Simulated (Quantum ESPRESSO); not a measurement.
# CdI2 (P-3m1) in Quantum ESPRESSO: equation of state

How stiff is CdI2 in PBE, and what volume does it want? The cell is scaled to several volumes.

Everything below comes from runs of Quantum ESPRESSO 7.5. Logs are shortened: lines on timing, memory, paths and dates and some standing lists are left out, and cuts for length are marked.

## 1. The crystal as given

It takes space group P-3m1 (No. 164, trigonal). Conventional cell: a = 4.289 Å, b = 4.289 Å, c = 21.847 Å, α = 90.00°, β = 90.00°, γ = 120.00°. Around I (site symmetry 3m) lie 3 Cd at 3.01 Å. I (site symmetry 3m) has 3 Cd at 3.01 Å as nearest neighbours. I (site symmetry 3m) has 3 Cd at 3.02 Å as nearest neighbours. Around Cd (site symmetry -3m) lie 6 I at 3.02 Å. Around Cd (site symmetry 3m) lie 6 I at 3.01 Å.

The cell comes from a database or a generator and needn't be the stable form of this composition.

## 2. Single point, PBE, 36.35 Å³/atom

pw.in reads:

```
&CONTROL
  calculation = 'scf'
  prefix = 'pwscf'
  outdir = './tmp'
  pseudo_dir = './pseudo'
  tprnfor = .true.
  tstress = .true.
  disk_io = 'nowf'
/
&SYSTEM
  ibrav = 0
  nat = 9
  ntyp = 2
  ecutwfc = 60
  ecutrho = 480
  nbnd = 51
  occupations = 'smearing'
  smearing = 'fd'
  degauss = 0.00367493
/
&ELECTRONS
  conv_thr = 1.8d-09
  electron_maxstep = 120
  mixing_beta = 0.5
/
ATOMIC_SPECIES
I    126.9045 I.pbe-n-kjpaw_psl.0.2.UPF
Cd   112.4140 Cd.pbe-dn-rrkjus_psl.0.3.1.UPF
CELL_PARAMETERS angstrom
   4.2011540553    0.0000000000    0.0000000000
  -2.1005770277    3.6383061372    0.0000000000
   0.0000000000    0.0000000000   21.4008671449
ATOMIC_POSITIONS crystal
I      0.0000000000    0.0000000000    0.7456046800
I      0.0000000000    0.0000000000    0.2543953200
I      0.6666666667    0.3333333333    0.5883042600
I      0.6666666667    0.3333333333    0.9211332000
I      0.3333333333    0.6666666667    0.4116957400
I      0.3333333333    0.6666666667    0.0788668000
Cd     0.0000000000    0.0000000000    0.0000000000
Cd     0.3333333333    0.6666666667    0.6668797600
Cd     0.6666666667    0.3333333333    0.3331202400
K_POINTS automatic
7 7 2 0 0 0
```

Potentials or basis: SSSP 1.3 efficiency PBE.

On the command line:

```bash
$ OMP_NUM_THREADS=1 mpirun -n 2 pw.x -nk 2 -in pw.in > pw.out
```

pw.out:

```text
This program is part of the open-source Quantum ESPRESSO suite
     for quantum simulation of materials; please cite
         "P. Giannozzi et al., J. Phys.:Condens. Matter 21 395502 (2009);
         "P. Giannozzi et al., J. Phys.:Condens. Matter 29 465901 (2017);
         "P. Giannozzi et al., J. Chem. Phys. 152 154105 (2020);
     in publications or presentations arising from this work. More details at

     file Cd.pbe-dn-rrkjus_psl.0.3.1.UPF: wavefunction(s)  4D renormalized
     Message from routine setup:
     using ibrav=0 with symmetry is DISCOURAGED, use correct ibrav instead

     K-points division:     npool     =       2
     Subspace diagonalization in iterative solution of the eigenvalue problem:
     a serial algorithm will be used

     G-vector sticks info
     --------------------
     sticks:   dense  smooth     PW     G-vecs:    dense   smooth      PW
     Sum        2077    1039    295               392059   138781   20775

     Using Slab Decomposition

     bravais-lattice index     =            0
     lattice parameter (alat)  =       7.9390  a.u.
     unit-cell volume          =    2207.4751 (a.u.)^3
     number of atoms/cell      =            9
     number of atomic types    =            2
     number of electrons       =        78.00
     number of Kohn-Sham states=           51
     kinetic-energy cutoff     =      60.0000  Ry
     charge density cutoff     =     480.0000  Ry
     scf convergence threshold =      1.8E-09
     mixing beta               =       0.5000
     number of iterations used =            8  plain     mixing
     Exchange-correlation= PBE
                           (   1   4   3   4   0   0   0)

     celldm(1)=   7.939031  celldm(2)=   0.000000  celldm(3)=   0.000000
     celldm(4)=   0.000000  celldm(5)=   0.000000  celldm(6)=   0.000000

     crystal axes: (cart. coord. in units of alat)
               a(1) = (   1.000000   0.000000   0.000000 )
               a(2) = (  -0.500000   0.866025   0.000000 )
               a(3) = (   0.000000   0.000000   5.094045 )

     reciprocal axes: (cart. coord. in units 2 pi/alat)
               b(1) = (  1.000000  0.577350 -0.000000 )
               b(2) = (  0.000000  1.154701  0.000000 )
               b(3) = (  0.000000 -0.000000  0.196308 )

     PseudoPot. # 1 for I  read from file:
     I.pbe-n-kjpaw_psl.0.2.UPF
     Pseudo is Projector augmented-wave + core cor, Zval =  7.0
     Generated using "atomic" code by A. Dal Corso  v.5.0.99 svn rev. 10869
     Shape of augmentation charge: PSQ
     Using radial grid of 1247 points,  4 beta functions with:
                l(1) =   0
                l(2) =   0
                l(3) =   1
                l(4) =   1
     Q(r) pseudized with 0 coefficients

     PseudoPot. # 2 for Cd read from file:
     Cd.pbe-dn-rrkjus_psl.0.3.1.UPF
     Pseudo is Ultrasoft + core correction, Zval = 12.0
     Generated using "atomic" code by A. Dal Corso  v.5.0.99 svn rev. 10869
     Using radial grid of 1239 points,  6 beta functions with:
                l(1) =   0
                l(2) =   0
                l(3) =   1
                l(4) =   1
                l(5) =   2
                l(6) =   2
     Q(r) pseudized with 0 coefficients

     atomic species   valence    mass     pseudopotential
     I                 7.00   126.90450     I ( 1.00)
     Cd               12.00   112.41400     Cd( 1.00)

     12 Sym. Ops., with inversion, found

   Cartesian axes

     site n.     atom                  positions (alat units)
         1        I      tau(   1) = (   0.0000000   0.0000000   3.7981437  )
         2        I      tau(   2) = (   0.0000000   0.0000000   1.2959012  )
         3        I      tau(   3) = (   0.5000000   0.2886751   2.9968483  )
         4        I      tau(   4) = (   0.5000000   0.2886751   4.6922938  )
         5        I      tau(   5) = (  -0.0000000   0.5773503   2.0971966  )
         6        I      tau(   6) = (  -0.0000000   0.5773503   0.4017510  )
         7        Cd     tau(   7) = (   0.0000000   0.0000000   0.0000000  )
         8        Cd     tau(   8) = (  -0.0000000   0.5773503   3.3971154  )
         9        Cd     tau(   9) = (   0.5000000   0.2886751   1.6969294  )

     number of k points=    16  Fermi-Dirac smearing, width (Ry)=  0.0037
                       cart. coord. in units 2pi/alat
        k(    1) = (   0.0000000   0.0000000   0.0000000), wk =   0.0204082
        k(    2) = (   0.0000000   0.0000000  -0.0981538), wk =   0.0204082
        k(    3) = (   0.0000000   0.1649572   0.0000000), wk =   0.1224490
        k(    4) = (   0.0000000   0.1649572  -0.0981538), wk =   0.1224490
        k(    5) = (   0.0000000   0.3299144   0.0000000), wk =   0.1224490
        k(    6) = (   0.0000000   0.3299144  -0.0981538), wk =   0.1224490
[... 8 lines left out ...]
        k(   15) = (   0.2857143   0.4948717   0.0000000), wk =   0.1224490
        k(   16) = (   0.2857143   0.4948717  -0.0981538), wk =   0.1224490

     Dense  grid:   392059 G-vectors     FFT dimensions: (  60,  60, 288)

     Smooth grid:   138781 G-vectors     FFT dimensions: (  40,  40, 200)

     Initial potential from superposition of free atoms

     starting charge      77.9849, renormalised to      78.0000
     Starting wfcs are   51 randomized atomic wfcs
     Checking if some PAW data can be deallocated...

     Self-consistent Calculation

     iteration #  1     ecut=    60.00 Ry     beta= 0.50
     Davidson diagonalization with overlap
     ethr =  1.00E-02,  avg # of iterations =  4.6

     Threshold (ethr) on eigenvalues was too large:
     Diagonalizing with lowered threshold

     Davidson diagonalization with overlap
     ethr =  1.81E-04,  avg # of iterations =  9.2

     total energy              =   -2640.55027715 Ry
     estimated scf accuracy    <       0.13868087 Ry
[... 71 lines left out ...]
     iteration # 12     ecut=    60.00 Ry     beta= 0.50
     Davidson diagonalization with overlap
     ethr =  5.56E-12,  avg # of iterations =  2.0

     End of self-consistent calculation

          k = 0.0000 0.0000 0.0000 ( 17259 PWs)   bands (ev):

    -8.4200  -8.3561  -8.3493  -7.8285  -7.8271  -7.7365  -3.7397  -3.7397
    -3.7395  -3.7395  -3.7347  -3.7347  -3.6042  -3.5976  -3.5955  -3.5056
    -3.5056  -3.5056  -3.5056  -3.5032  -3.5032   0.0828   0.4498   0.4554
     2.6048   2.6147   3.3994   3.3994   3.4045   3.4045   3.4420   3.4601
     3.4601   3.7183   3.7183   3.7771   3.7771   3.7810   3.7810   6.4529
     7.2054   7.2072   8.2280   8.2920   8.2953  10.0016  10.0016  10.0684
    10.0684  10.0778  10.0778
[... 143 lines left out ...]
    -7.7009  -7.6950  -7.6792  -7.6701  -7.6548  -7.6497  -3.5949  -3.5937
    -3.5887  -3.5555  -3.5551  -3.5524  -3.4948  -3.4935  -3.4914  -3.4528
    -3.4515  -3.4500  -3.4259  -3.4215  -3.4209  -0.1328  -0.0911  -0.0875
     1.0184   1.1722   1.1728   1.3310   1.3512   1.4415   1.8214   1.8475
     1.9241   2.8295   2.8633   3.1835   3.2232   3.3395   3.3434   6.9315
     7.0268   7.0609   9.2061   9.7487   9.8527   9.9877  10.2203  10.3910
    11.2052  11.2272  11.2573

     the Fermi energy is     5.0337 ev

!    total energy              =   -2640.58979397 Ry
     estimated scf accuracy    <          1.1E-10 Ry
     smearing contrib. (-TS)   =      -0.00000000 Ry
     internal energy E=F+TS    =   -2640.58979397 Ry

     The total energy is F=E-TS. E is the sum of the following terms:
     one-electron contribution =    -232.61271512 Ry
     hartree contribution      =     170.22089996 Ry
     xc contribution           =    -379.32880594 Ry
     ewald contribution        =    -275.70380427 Ry
     one-center paw contrib.   =   -1923.16536861 Ry

     convergence has been achieved in  12 iterations

     Forces acting on atoms (cartesian axes, Ry/au):

     atom    1 type  1   force =    -0.00000000    0.00000000    0.01706397
     atom    2 type  1   force =     0.00000000   -0.00000000   -0.01706397
     atom    3 type  1   force =     0.00000000    0.00000000   -0.01740669
     atom    4 type  1   force =     0.00000000    0.00000000   -0.01622266
     atom    5 type  1   force =     0.00000000    0.00000000    0.01740669
     atom    6 type  1   force =     0.00000000    0.00000000    0.01622266
     atom    7 type  2   force =     0.00000000    0.00000000    0.00000000
     atom    8 type  2   force =    -0.00000000   -0.00000000    0.00038735
     atom    9 type  2   force =     0.00000000    0.00000000   -0.00038735

     Total force =     0.041412     Total SCF correction =     0.000040

     Computing stress (Cartesian axis) and pressure

          total   stress  (Ry/bohr**3)                   (kbar)     P=       28.37
   0.00019985   0.00000000  -0.00000000           29.40        0.00       -0.00
   0.00000000   0.00019985  -0.00000000            0.00       29.40       -0.00
   0.00000000   0.00000000   0.00017895            0.00        0.00       26.33

=------------------------------------------------------------------------------=
   JOB DONE.
=------------------------------------------------------------------------------=
```

It took 4.2 min on 2 MPI ranks of Arm Neoverse V1, shared host; peak memory 1.9 GiB.

Results:

```yaml
Free_energy: -35927.0544 eV
Pressure: 2.8 GPa
Largest_force: 0.448 eV/Å
Band_gap_on_the_k_mesh: 2.40 eV, indirect (least direct gap 2.55 eV)
```

Caveat: spin-orbit coupling is left out, which moves the levels of the heavy elements; an odd mesh through Γ misses points on the zone boundary, where band edges often lie; this functional lacks dispersion, which binds the layers, so the pressure and a relaxed spacing across them are unreliable.

## 3. Single point, PBE, 37.12 Å³/atom

pw.in: that of step 2 with these lines changed.

```diff
@@ -29,5 +29,5 @@
 CELL_PARAMETERS angstrom
-   4.2011540553    0.0000000000    0.0000000000
-  -2.1005770277    3.6383061372    0.0000000000
-   0.0000000000    0.0000000000   21.4008671449
+   4.2307406221    0.0000000000    0.0000000000
+  -2.1153703111    3.6639288556    0.0000000000
+   0.0000000000    0.0000000000   21.5515824426
 ATOMIC_POSITIONS crystal
```

Potentials or basis: SSSP 1.3 efficiency PBE.

On the command line:

```bash
$ OMP_NUM_THREADS=1 mpirun -n 2 pw.x -nk 2 -in pw.in > pw.out
```

It took 4.5 min on 2 MPI ranks of Arm Neoverse V1, shared host; peak memory 1.9 GiB.

It converged, with:

* Free energy: -35927.1608 eV
* Pressure: 2.0 GPa
* Largest force: 0.309 eV/Å
* Band gap on the k mesh: 2.39 eV, indirect (least direct gap 2.53 eV)

Caveat: spin-orbit coupling is left out, which moves the levels of the heavy elements; an odd mesh through Γ misses points on the zone boundary, where band edges often lie; this functional lacks dispersion, which binds the layers, so the pressure and a relaxed spacing across them are unreliable.

## 4. Single point, PBE, 37.89 Å³/atom

pw.in: that of step 3 with these lines changed.

```diff
@@ -29,5 +29,5 @@
 CELL_PARAMETERS angstrom
-   4.2307406221    0.0000000000    0.0000000000
-  -2.1153703111    3.6639288556    0.0000000000
-   0.0000000000    0.0000000000   21.5515824426
+   4.2599190656    0.0000000000    0.0000000000
+  -2.1299595329    3.6891981290    0.0000000000
+   0.0000000000    0.0000000000   21.7002187426
 ATOMIC_POSITIONS crystal
```

On the command line:

```bash
$ OMP_NUM_THREADS=1 mpirun -n 2 pw.x -nk 2 -in pw.in > pw.out
```

It took 4.3 min on 2 MPI ranks of Arm Neoverse V1, shared host; peak memory 2 GiB.

It converged, with:

- Free energy: -35927.2334 eV
- Pressure: 1.3 GPa
- Largest force: 0.182 eV/Å
- Band gap on the k mesh: 2.37 eV, indirect (least direct gap 2.52 eV)

Caveat: spin-orbit coupling is left out, which moves the levels of the heavy elements; an odd mesh through Γ misses points on the zone boundary, where band edges often lie; this functional lacks dispersion, which binds the layers, so the pressure and a relaxed spacing across them are unreliable.

## 5. Single point, PBE, 38.67 Å³/atom

pw.in: that of step 4 with these lines changed.

```diff
@@ -29,5 +29,5 @@
 CELL_PARAMETERS angstrom
-   4.2599190656    0.0000000000    0.0000000000
-  -2.1299595329    3.6891981290    0.0000000000
-   0.0000000000    0.0000000000   21.7002187426
+   4.2887031757    0.0000000000    0.0000000000
+  -2.1443515879    3.7141258995    0.0000000000
+   0.0000000000    0.0000000000   21.8468462900
 ATOMIC_POSITIONS crystal
```

On the command line:

```bash
$ OMP_NUM_THREADS=1 mpirun -n 2 pw.x -nk 2 -in pw.in > pw.out
```

Run time: 3.9 min. Hardware: 2 MPI ranks of Arm Neoverse V1, shared host; peak memory 2 GiB.

Results (log left out):

* Free energy: -35927.2759 eV
* Pressure: 0.6 GPa
* Largest force: 0.065 eV/Å
* Band gap on the k mesh: 2.36 eV, indirect (least direct gap 2.48 eV)

Caveat: spin-orbit coupling is left out, which moves the levels of the heavy elements; an odd mesh through Γ misses points on the zone boundary, where band edges often lie; this functional lacks dispersion, which binds the layers, so the pressure and a relaxed spacing across them are unreliable.

## 6. Single point, PBE, 39.44 Å³/atom

pw.in: that of step 5 with these lines changed.

```diff
@@ -29,5 +29,5 @@
 CELL_PARAMETERS angstrom
-   4.2887031757    0.0000000000    0.0000000000
-  -2.1443515879    3.7141258995    0.0000000000
-   0.0000000000    0.0000000000   21.8468462900
+   4.3171060112    0.0000000000    0.0000000000
+  -2.1585530057    3.7387234766    0.0000000000
+   0.0000000000    0.0000000000   21.9915316078
 ATOMIC_POSITIONS crystal
```

Potentials or basis: SSSP 1.3 efficiency PBE.

On the command line:

```bash
$ OMP_NUM_THREADS=1 mpirun -n 2 pw.x -nk 2 -in pw.in > pw.out
```

Run time: 4.6 min. Hardware: 2 MPI ranks of Arm Neoverse V1, shared host; peak memory 2 GiB.

Results (log left out):

```
Free energy            : -35927.2916 eV
Pressure               : 0.0 GPa
Largest force          : 0.066 eV/Å
Band gap on the k mesh : 2.34 eV, indirect (least direct gap 2.42 eV)
```

Caveat: spin-orbit coupling is left out, which moves the levels of the heavy elements; an odd mesh through Γ misses points on the zone boundary, where band edges often lie; this functional lacks dispersion, which binds the layers, so the pressure and a relaxed spacing across them are unreliable.

## 7. Single point, PBE, 40.21 Å³/atom

pw.in: that of step 6 with these lines changed.

```diff
@@ -29,5 +29,5 @@
 CELL_PARAMETERS angstrom
-   4.3171060112    0.0000000000    0.0000000000
-  -2.1585530057    3.7387234766    0.0000000000
-   0.0000000000    0.0000000000   21.9915316078
+   4.3451399527    0.0000000000    0.0000000000
+  -2.1725699764    3.7630015821    0.0000000000
+   0.0000000000    0.0000000000   22.1343377625
 ATOMIC_POSITIONS crystal
```

On the command line:

```bash
$ OMP_NUM_THREADS=1 mpirun -n 2 pw.x -nk 2 -in pw.in > pw.out
```

Run time: 5.2 min. Hardware: 2 MPI ranks of Arm Neoverse V1, shared host; peak memory 2.1 GiB.

Results (log left out):

| Item | Value |
| --- | --- |
| Free energy | -35927.2836 eV |
| Pressure | -0.5 GPa |
| Largest force | 0.162 eV/Å |
| Band gap on the k mesh | 2.32 eV, indirect (least direct gap 2.37 eV) |

Caveat: spin-orbit coupling is left out, which moves the levels of the heavy elements; an odd mesh through Γ misses points on the zone boundary, where band edges often lie; this functional lacks dispersion, which binds the layers, so the pressure and a relaxed spacing across them are unreliable.

## 8. Single point, PBE, 40.99 Å³/atom

pw.in: that of step 7 with these lines changed.

```diff
@@ -29,5 +29,5 @@
 CELL_PARAMETERS angstrom
-   4.3451399527    0.0000000000    0.0000000000
-  -2.1725699764    3.7630015821    0.0000000000
-   0.0000000000    0.0000000000   22.1343377625
+   4.3728167495    0.0000000000    0.0000000000
+  -2.1864083748    3.7869703912    0.0000000000
+   0.0000000000    0.0000000000   22.2753246068
 ATOMIC_POSITIONS crystal
```

On the command line:

```bash
$ OMP_NUM_THREADS=1 mpirun -n 2 pw.x -nk 2 -in pw.in > pw.out
```

Wall time 5.3 min (2 MPI ranks of Arm Neoverse V1, shared host); peak memory 2.1 GiB.

Results (log left out):

- Free energy: -35927.2544 eV
- Pressure: -0.9 GPa
- Largest force: 0.250 eV/Å
- Band gap on the k mesh: 2.29 eV, indirect (least direct gap 2.31 eV)

Caveat: spin-orbit coupling is left out, which moves the levels of the heavy elements; an odd mesh through Γ misses points on the zone boundary, where band edges often lie; this functional lacks dispersion, which binds the layers, so the pressure and a relaxed spacing across them are unreliable.

## 9. Equation of state, PBE

Potentials or basis: SSSP 1.3 efficiency PBE.

No new run: the results of the series are fitted here.

Results:

* Equilibrium volume: 39.55 Å³/atom
* Bulk modulus at fixed shape and positions: 28 GPa
* Pressure derivative of the bulk modulus: 5.0

Energy against volume, from the lowest point:
| volume (Å³/atom) | energy (meV/atom) |
| --- | --- |
| 36.346 | 26.36 |
| 37.119 | 14.54 |
| 37.893 | 6.47 |
| 38.666 | 1.75 |
| 39.439 | 0.00 |
| 40.213 | 0.89 |
| 40.986 | 4.14 |

Caveat: the cell was scaled at fixed shape and fractional positions, which overstates the stiffness of a crystal with free parameters, most of all of layers and chains; this functional lacks dispersion, which binds the layers, so the pressure and a relaxed spacing across them are unreliable. Spin-orbit coupling is left out, which matters for the levels of I.
